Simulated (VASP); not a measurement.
# SrTiO3 (Pm-3m) in VASP: a series of runs, part 2 of 2

VASP 6.6.1. The steps go on from the part before.

## (3) Band structure, r2SCAN+rVV10

This run uses another cell than the first one, of 11.89 Å³/atom, 0.972 times its volume.

Input file INCAR:

```
SYSTEM = SrTiO3
PREC = Accurate
ENCUT = 520
EDIFF = 1E-7
ISMEAR = 0
SIGMA = 0.03
LREAL = .FALSE.
LASPH = .TRUE.
NELM = 80
ALGO = Normal
ISIF = 2
LWAVE = .FALSE.
LCHARG = .FALSE.
LMAXMIX = 4
METAGGA = R2SCAN
LMIXTAU = .TRUE.
LUSE_VDW = .TRUE.
IVDW_NL = 2
BPARAM = 11.95
CPARAM = 0.0093
NBANDS = 28
ICORELEVEL = 1
```

Input file KPOINTS:

```
regular mesh
0
G
  8 8 8
  0 0 0
```

Input file POSCAR:

```
SrTiO3                                  
1.0
    3.9028735555      0.0000000000      0.0000000000
    0.0000000000      3.9028735555      0.0000000000
    0.0000000000      0.0000000000      3.9028735555
  Sr              Ti              O             
     1     1     3
Direct
     0.5000000000000000    0.5000000000000000    0.5000000000000000
     0.0000000000000000    0.0000000000000000    0.0000000000000000
     0.5000000000000000    0.0000000000000000    0.0000000000000000
     0.0000000000000000    0.5000000000000000    0.0000000000000000
     0.0000000000000000    0.0000000000000000    0.5000000000000000
```

Input file KPOINTS_OPT:

```
explicit points
94
Reciprocal
 0.0000000000  0.0000000000  0.0000000000 1
 0.0000000000  0.0357142857  0.0000000000 1
 0.0000000000  0.0714285714  0.0000000000 1
 0.0000000000  0.1071428571  0.0000000000 1
 0.0000000000  0.1428571429  0.0000000000 1
 0.0000000000  0.1785714286  0.0000000000 1
 0.0000000000  0.2142857143  0.0000000000 1
 0.0000000000  0.2500000000  0.0000000000 1
 0.0000000000  0.2857142857  0.0000000000 1
 0.0000000000  0.3214285714  0.0000000000 1
 0.0000000000  0.3571428571  0.0000000000 1
 0.0000000000  0.3928571429  0.0000000000 1
 0.0000000000  0.4285714286  0.0000000000 1
 0.0000000000  0.4642857143  0.0000000000 1
 0.0000000000  0.5000000000  0.0000000000 1
 0.0000000000  0.5000000000  0.0000000000 1
 0.0357142857  0.5000000000  0.0000000000 1
 0.0714285714  0.5000000000  0.0000000000 1
 0.1071428571  0.5000000000  0.0000000000 1
 0.1428571429  0.5000000000  0.0000000000 1
 0.1785714286  0.5000000000  0.0000000000 1
 0.2142857143  0.5000000000  0.0000000000 1
 0.2500000000  0.5000000000  0.0000000000 1
 0.2857142857  0.5000000000  0.0000000000 1
 0.3214285714  0.5000000000  0.0000000000 1
 0.3571428571  0.5000000000  0.0000000000 1
 0.3928571429  0.5000000000  0.0000000000 1
 0.4285714286  0.5000000000  0.0000000000 1
 0.4642857143  0.5000000000  0.0000000000 1
 0.5000000000  0.5000000000  0.0000000000 1
 0.5000000000  0.5000000000  0.0000000000 1
 0.4642857143  0.4642857143  0.0000000000 1
 0.4285714286  0.4285714286  0.0000000000 1
 0.3928571429  0.3928571429  0.0000000000 1
 0.3571428571  0.3571428571  0.0000000000 1
 0.3214285714  0.3214285714  0.0000000000 1
 0.2857142857  0.2857142857  0.0000000000 1
 0.2500000000  0.2500000000  0.0000000000 1
 0.2142857143  0.2142857143  0.0000000000 1
 0.1785714286  0.1785714286  0.0000000000 1
 0.1428571429  0.1428571429  0.0000000000 1
 0.1071428571  0.1071428571  0.0000000000 1
 0.0714285714  0.0714285714  0.0000000000 1
 0.0357142857  0.0357142857  0.0000000000 1
 0.0000000000  0.0000000000  0.0000000000 1
 0.0000000000  0.0000000000  0.0000000000 1
 0.0357142857  0.0357142857  0.0357142857 1
 0.0714285714  0.0714285714  0.0714285714 1
 0.1071428571  0.1071428571  0.1071428571 1
 0.1428571429  0.1428571429  0.1428571429 1
 0.1785714286  0.1785714286  0.1785714286 1
 0.2142857143  0.2142857143  0.2142857143 1
 0.2500000000  0.2500000000  0.2500000000 1
 0.2857142857  0.2857142857  0.2857142857 1
 0.3214285714  0.3214285714  0.3214285714 1
 0.3571428571  0.3571428571  0.3571428571 1
 0.3928571429  0.3928571429  0.3928571429 1
 0.4285714286  0.4285714286  0.4285714286 1
 0.4642857143  0.4642857143  0.4642857143 1
 0.5000000000  0.5000000000  0.5000000000 1
 0.5000000000  0.5000000000  0.5000000000 1
 0.4642857143  0.5000000000  0.4642857143 1
 0.4285714286  0.5000000000  0.4285714286 1
 0.3928571429  0.5000000000  0.3928571429 1
 0.3571428571  0.5000000000  0.3571428571 1
 0.3214285714  0.5000000000  0.3214285714 1
 0.2857142857  0.5000000000  0.2857142857 1
 0.2500000000  0.5000000000  0.2500000000 1
 0.2142857143  0.5000000000  0.2142857143 1
 0.1785714286  0.5000000000  0.1785714286 1
 0.1428571429  0.5000000000  0.1428571429 1
 0.1071428571  0.5000000000  0.1071428571 1
 0.0714285714  0.5000000000  0.0714285714 1
 0.0357142857  0.5000000000  0.0357142857 1
 0.0000000000  0.5000000000  0.0000000000 1
 0.5000000000  0.5000000000  0.0000000000 1
 0.5000000000  0.5000000000  0.0357142857 1
 0.5000000000  0.5000000000  0.0714285714 1
 0.5000000000  0.5000000000  0.1071428571 1
 0.5000000000  0.5000000000  0.1428571429 1
 0.5000000000  0.5000000000  0.1785714286 1
 0.5000000000  0.5000000000  0.2142857143 1
 0.5000000000  0.5000000000  0.2500000000 1
 0.5000000000  0.5000000000  0.2857142857 1
 0.5000000000  0.5000000000  0.3214285714 1
 0.5000000000  0.5000000000  0.3571428571 1
 0.5000000000  0.5000000000  0.3928571429 1
 0.5000000000  0.5000000000  0.4285714286 1
 0.5000000000  0.5000000000  0.4642857143 1
 0.5000000000  0.5000000000  0.5000000000 1
 0.0000000000  0.0000000000  0.0000000000 1
 0.5000000000  0.5000000000  0.0000000000 1
 0.5000000000  0.5000000000  0.5000000000 1
 0.0000000000  0.5000000000  0.0000000000 1
```

Potentials or basis: VASP PAW PBE potentials, release 64 (Sr_sv, Ti_sv, O).

Launch:

```console
$ cat potpaw_PBE.64/Sr_sv/POTCAR potpaw_PBE.64/Ti_sv/POTCAR potpaw_PBE.64/O/POTCAR > POTCAR
$ mpirun -np 1 vasp_std > vasp.out
```

It took 6.8 min on 1 thread of Intel Xeon Platinum 8488C (Sapphire Rapids), shared host; peak memory 0.33 GiB.

The run converged. Its results:

```yaml
Free_energy: -62.3732 eV
Pressure: 0.2 GPa
Band_gap_on_the_k_mesh: 2.27 eV, indirect (least direct gap 2.66 eV)
Band_gap_along_the_path: 2.27 eV, indirect (least direct gap 2.66 eV)
```

Levels at the corners of the path, in eV from the valence-band top:
| point | band 18 | band 19 | band 20 | band 21 | band 22 | band 23 |
| --- | --- | --- | --- | --- | --- | --- |
| Γ | -0.38 | -0.38 | -0.38 | 2.27 | 2.27 | 2.27 |
| X | -2.02 | -0.77 | -0.77 | 2.44 | 4.19 | 4.19 |
| X | -2.02 | -0.77 | -0.77 | 2.44 | 4.19 | 4.19 |
| M | -1.62 | -1.62 | -0.09 | 4.20 | 4.20 | 4.68 |
| M | -1.62 | -1.62 | -0.09 | 4.20 | 4.20 | 4.68 |
| Γ | -0.38 | -0.38 | -0.38 | 2.27 | 2.27 | 2.27 |
| Γ | -0.38 | -0.38 | -0.38 | 2.27 | 2.27 | 2.27 |
| R | 0.00 | 0.00 | 0.00 | 4.90 | 4.90 | 4.90 |
| R | 0.00 | 0.00 | 0.00 | 4.90 | 4.90 | 4.90 |
| X | -2.02 | -0.77 | -0.77 | 2.44 | 4.19 | 4.19 |
| M | -1.62 | -1.62 | -0.09 | 4.20 | 4.20 | 4.68 |
| R | 0.00 | 0.00 | 0.00 | 4.90 | 4.90 | 4.90 |

Core levels (eV, on the scale of the bands):
| atom | levels |
| --- | --- |
| 1 Sr | 1s -16009.4, 2s -2176.1, 2p -1937.3, 3s -335.3, 3p -256.9, 3d -127.2 |
| 2 Ti | 1s -4904.3, 2s -542.0, 2p -449.9 |
| 3 O | 1s -513.0 |
| 4 O | 1s -513.0 |
| 5 O | 1s -513.0 |

Caveat: the PAW data sets were made with another functional, which shifts forces and pressure a little. r2SCAN opens gaps a little over a GGA but as a rule still falls short of measured ones.

## (4) Band structure, PBE+D3(BJ)

This run uses another cell than the first one, of 11.99 Å³/atom, 0.980 times its volume.

Input file INCAR:

```
SYSTEM = SrTiO3
PREC     = Accurate       ! precision mode
ENCUT    = 520            ! plane-wave cutoff, eV
EDIFF    = 1E-7           ! SCF threshold, eV
ISMEAR   = 0              ! smearing method
SIGMA    = 0.03           ! smearing width, eV
LREAL    = .False.        ! projectors in reciprocal space
LASPH    = .True.         ! aspherical terms in the spheres
NELM     = 80             ! most SCF steps
ALGO     = Normal         ! electronic algorithm
ISIF     = 2              ! what is computed and relaxed
LWAVE    = .False.        ! write WAVECAR
LCHARG   = .False.        ! write CHGCAR
LMAXMIX  = 4              ! l up to which the mixer works
GGA      = PE             ! functional
IVDW     = 12             ! dispersion correction
NBANDS   = 28             ! bands
ICORELEVEL= 1
```

Input file KPOINTS:

```
Automatic mesh
0
Gamma
  8 8 8
  0 0 0
```

POSCAR: that of step 3 with these lines changed.

```diff
@@ -2,5 +2,5 @@
 1.0
-    3.9028735555      0.0000000000      0.0000000000
-    0.0000000000      3.9028735555      0.0000000000
-    0.0000000000      0.0000000000      3.9028735555
+    3.9133221018      0.0000000000      0.0000000000
+    0.0000000000      3.9133221018      0.0000000000
+    0.0000000000      0.0000000000      3.9133221018
   Sr              Ti              O
```

Input file KPOINTS_OPT:

```
explicit points
124
Reciprocal
 0.0000000000  0.0000000000  0.0000000000 1
 0.0000000000  0.0263157895  0.0000000000 1
 0.0000000000  0.0526315789  0.0000000000 1
 0.0000000000  0.0789473684  0.0000000000 1
 0.0000000000  0.1052631579  0.0000000000 1
 0.0000000000  0.1315789474  0.0000000000 1
[... 116 lines left out ...]
 0.5000000000  0.5000000000  0.5000000000 1
 0.0000000000  0.5000000000  0.0000000000 1
```

Launch:

```console
$ cat potpaw_PBE.64/Sr_sv/POTCAR potpaw_PBE.64/Ti_sv/POTCAR potpaw_PBE.64/O/POTCAR > POTCAR
$ mpirun -np 1 vasp_std > vasp.out
```

Wall time 2.2 min (1 thread of Intel Xeon Platinum 8488C (Sapphire Rapids), shared host); peak memory 0.24 GiB.

Results (log left out):

```yaml
Free_energy: -41.4063 eV
Pressure: 0.2 GPa
Band_gap_on_the_k_mesh: 1.84 eV, indirect (least direct gap 2.20 eV)
Band_gap_along_the_path: 1.84 eV, indirect (least direct gap 2.20 eV)
Dispersion_energy_per_atom: -0.264 eV
```

Levels at the corners of the path, in eV from the valence-band top:
| point | band 16 | band 17 | band 18 | band 19 | band 20 | band 21 | band 22 | band 23 | band 24 | band 25 |
| --- | --- | --- | --- | --- | --- | --- | --- | --- | --- | --- |
| Γ | -1.16 | -1.16 | -0.36 | -0.36 | -0.36 | 1.84 | 1.84 | 1.84 | 4.26 | 4.26 |
| X | -2.34 | -2.34 | -1.97 | -0.73 | -0.73 | 2.01 | 3.75 | 3.75 | 4.27 | 6.46 |
| X | -2.34 | -2.34 | -1.97 | -0.73 | -0.73 | 2.01 | 3.75 | 3.75 | 4.27 | 6.46 |
| M | -2.83 | -1.73 | -1.56 | -1.56 | -0.09 | 3.75 | 3.75 | 4.21 | 5.23 | 7.86 |
| M | -2.83 | -1.73 | -1.56 | -1.56 | -0.09 | 3.75 | 3.75 | 4.21 | 5.23 | 7.86 |
| Γ | -1.16 | -1.16 | -0.36 | -0.36 | -0.36 | 1.84 | 1.84 | 1.84 | 4.26 | 4.26 |
| Γ | -1.16 | -1.16 | -0.36 | -0.36 | -0.36 | 1.84 | 1.84 | 1.84 | 4.26 | 4.26 |
| R | -3.72 | -3.72 | 0.00 | 0.00 | 0.00 | 4.42 | 4.42 | 4.42 | 6.92 | 6.92 |
| R | -3.72 | -3.72 | 0.00 | 0.00 | 0.00 | 4.42 | 4.42 | 4.42 | 6.92 | 6.92 |
| X | -2.34 | -2.34 | -1.97 | -0.73 | -0.73 | 2.01 | 3.75 | 3.75 | 4.27 | 6.46 |
| M | -2.83 | -1.73 | -1.56 | -1.56 | -0.09 | 3.75 | 3.75 | 4.21 | 5.23 | 7.86 |
| R | -3.72 | -3.72 | 0.00 | 0.00 | 0.00 | 4.42 | 4.42 | 4.42 | 6.92 | 6.92 |

Core levels (eV, on the scale of the bands):
```csv
atom,levels
1 Sr,"1s -15923.0, 2s -2145.6, 2p -1905.0, 3s -321.6, 3p -243.9, 3d -115.8"
2 Ti,"1s -4858.2, 2s -527.4, 2p -434.6"
3 O,1s -499.9
4 O,1s -499.9
5 O,1s -499.9
```

As with any semilocal functional, this PBE gap is likely too small.

## (5) Band structure, rev-vdW-DF2

This run uses another cell than the first one, of 12.01 Å³/atom, 0.982 times its volume.

Input file INCAR:

```
SYSTEM = SrTiO3
AGGAC = 0.0
ALGO = Normal
EDIFF = 1E-7
ENCUT = 520
GGA = MK
ICORELEVEL = 1
ISIF = 2
ISMEAR = 0
LASPH = .True.
LCHARG = .False.
LMAXMIX = 4
LREAL = .False.
LUSE_VDW = .True.
LWAVE = .False.
NBANDS = 28
NELM = 80
PARAM1 = 0.1234
PARAM2 = 0.711357
PREC = Accurate
SIGMA = 0.03
ZAB_VDW = -1.8867
```

Input file KPOINTS:

```
k-points
0
Gamma
  8 8 8
  0 0 0
```

POSCAR: that of step 4 with these lines changed.

```diff
@@ -2,5 +2,5 @@
 1.0
-    3.9133221018      0.0000000000      0.0000000000
-    0.0000000000      3.9133221018      0.0000000000
-    0.0000000000      0.0000000000      3.9133221018
+    3.9160724023      0.0000000000      0.0000000000
+    0.0000000000      3.9160724023      0.0000000000
+    0.0000000000      0.0000000000      3.9160724023
   Sr              Ti              O
```

Input file KPOINTS_OPT:

```
explicit points
64
Reciprocal
 0.0000000000  0.0000000000  0.0000000000 1
 0.0000000000  0.0555555556  0.0000000000 1
 0.0000000000  0.1111111111  0.0000000000 1
 0.0000000000  0.1666666667  0.0000000000 1
 0.0000000000  0.2222222222  0.0000000000 1
 0.0000000000  0.2777777778  0.0000000000 1
 0.0000000000  0.3333333333  0.0000000000 1
 0.0000000000  0.3888888889  0.0000000000 1
 0.0000000000  0.4444444444  0.0000000000 1
 0.0000000000  0.5000000000  0.0000000000 1
 0.0000000000  0.5000000000  0.0000000000 1
 0.0555555556  0.5000000000  0.0000000000 1
 0.1111111111  0.5000000000  0.0000000000 1
 0.1666666667  0.5000000000  0.0000000000 1
 0.2222222222  0.5000000000  0.0000000000 1
 0.2777777778  0.5000000000  0.0000000000 1
 0.3333333333  0.5000000000  0.0000000000 1
 0.3888888889  0.5000000000  0.0000000000 1
 0.4444444444  0.5000000000  0.0000000000 1
 0.5000000000  0.5000000000  0.0000000000 1
 0.5000000000  0.5000000000  0.0000000000 1
 0.4444444444  0.4444444444  0.0000000000 1
 0.3888888889  0.3888888889  0.0000000000 1
 0.3333333333  0.3333333333  0.0000000000 1
 0.2777777778  0.2777777778  0.0000000000 1
 0.2222222222  0.2222222222  0.0000000000 1
 0.1666666667  0.1666666667  0.0000000000 1
 0.1111111111  0.1111111111  0.0000000000 1
 0.0555555556  0.0555555556  0.0000000000 1
 0.0000000000  0.0000000000  0.0000000000 1
 0.0000000000  0.0000000000  0.0000000000 1
 0.0555555556  0.0555555556  0.0555555556 1
 0.1111111111  0.1111111111  0.1111111111 1
 0.1666666667  0.1666666667  0.1666666667 1
 0.2222222222  0.2222222222  0.2222222222 1
 0.2777777778  0.2777777778  0.2777777778 1
 0.3333333333  0.3333333333  0.3333333333 1
 0.3888888889  0.3888888889  0.3888888889 1
 0.4444444444  0.4444444444  0.4444444444 1
 0.5000000000  0.5000000000  0.5000000000 1
 0.5000000000  0.5000000000  0.5000000000 1
 0.4444444444  0.5000000000  0.4444444444 1
 0.3888888889  0.5000000000  0.3888888889 1
 0.3333333333  0.5000000000  0.3333333333 1
 0.2777777778  0.5000000000  0.2777777778 1
 0.2222222222  0.5000000000  0.2222222222 1
 0.1666666667  0.5000000000  0.1666666667 1
 0.1111111111  0.5000000000  0.1111111111 1
 0.0555555556  0.5000000000  0.0555555556 1
 0.0000000000  0.5000000000  0.0000000000 1
 0.5000000000  0.5000000000  0.0000000000 1
 0.5000000000  0.5000000000  0.0555555556 1
 0.5000000000  0.5000000000  0.1111111111 1
 0.5000000000  0.5000000000  0.1666666667 1
 0.5000000000  0.5000000000  0.2222222222 1
 0.5000000000  0.5000000000  0.2777777778 1
 0.5000000000  0.5000000000  0.3333333333 1
 0.5000000000  0.5000000000  0.3888888889 1
 0.5000000000  0.5000000000  0.4444444444 1
 0.5000000000  0.5000000000  0.5000000000 1
 0.0000000000  0.0000000000  0.0000000000 1
 0.5000000000  0.5000000000  0.0000000000 1
 0.5000000000  0.5000000000  0.5000000000 1
 0.0000000000  0.5000000000  0.0000000000 1
```

Launch:

```console
$ cat potpaw_PBE.64/Sr_sv/POTCAR potpaw_PBE.64/Ti_sv/POTCAR potpaw_PBE.64/O/POTCAR > POTCAR
$ mpirun -np 1 vasp_std > vasp.out
```

It took 2.5 min on 1 thread of Intel Xeon Platinum 8259CL at 2.50GHz (Skylake/Cascade Lake), shared host; peak memory 0.39 GiB.

The run converged. Its results:

* Free energy: -32.1381 eV
* Pressure: 0.1 GPa
* Band gap on the k mesh: 1.82 eV, indirect (least direct gap 2.18 eV)
* Band gap along the path: 1.82 eV, indirect (least direct gap 2.18 eV)

Levels at the corners of the path, in eV from the valence-band top:
```
point  band 16  band 17  band 18  band 19  band 20  band 21  band 22  band 23  band 24  band 25
    Γ    -1.16    -1.16    -0.36    -0.36    -0.36     1.82     1.82     1.82     4.23     4.23
    X    -2.33    -2.33    -1.97    -0.73    -0.73     1.99     3.71     3.71     4.25     6.43
    X    -2.33    -2.33    -1.97    -0.73    -0.73     1.99     3.71     3.71     4.25     6.43
    M    -2.83    -1.72    -1.56    -1.56    -0.09     3.72     3.72     4.16     5.21     7.85
    M    -2.83    -1.72    -1.56    -1.56    -0.09     3.72     3.72     4.16     5.21     7.85
    Γ    -1.16    -1.16    -0.36    -0.36    -0.36     1.82     1.82     1.82     4.23     4.23
    Γ    -1.16    -1.16    -0.36    -0.36    -0.36     1.82     1.82     1.82     4.23     4.23
    R    -3.71    -3.71     0.00     0.00     0.00     4.38     4.38     4.38     6.93     6.93
    R    -3.71    -3.71     0.00     0.00     0.00     4.38     4.38     4.38     6.93     6.93
    X    -2.33    -2.33    -1.97    -0.73    -0.73     1.99     3.71     3.71     4.25     6.43
    M    -2.83    -1.72    -1.56    -1.56    -0.09     3.72     3.72     4.16     5.21     7.85
    R    -3.71    -3.71     0.00     0.00     0.00     4.38     4.38     4.38     6.93     6.93
```

Core levels (eV, on the scale of the bands):
```tsv
atom	levels
1 Sr	1s -15922.7, 2s -2145.3, 2p -1904.7, 3s -321.3, 3p -243.7, 3d -115.6
2 Ti	1s -4858.1, 2s -527.3, 2p -434.5
3 O	1s -499.6
4 O	1s -499.6
5 O	1s -499.6
```

Caveat: the PAW data sets were made with another functional, which shifts forces and pressure a little.

## (6) Overview

| level | cell | gap on the mesh (eV) | pressure (GPa) |
| --- | --- | --- | --- |
| PBE | Pm-3m, 12.23 Å³/atom | 1.81 | 0.1 |
| r2SCAN+rVV10 | Pm-3m, 11.89 Å³/atom | 2.27 | 0.2 |
| PBE+D3(BJ) | Pm-3m, 11.99 Å³/atom | 1.84 | 0.2 |
| rev-vdW-DF2 | Pm-3m, 12.01 Å³/atom | 1.82 | 0.1 |

Alike in all rows: task band structure; potentials or basis VASP PAW PBE potentials, release 64 (Sr_sv, Ti_sv, O); no spin polarisation; k mesh 8 × 8 × 8; cutoff (eV) 520; smearing gaussian 0.03 eV.

On the cell as given the gap runs from 1.81 eV (PBE) to 2.27 eV (r2SCAN+rVV10).

Caveats: the PAW data sets were made with another functional, which shifts forces and pressure a little (some runs).

Absolute energies hang on the potentials; compare differences alone.
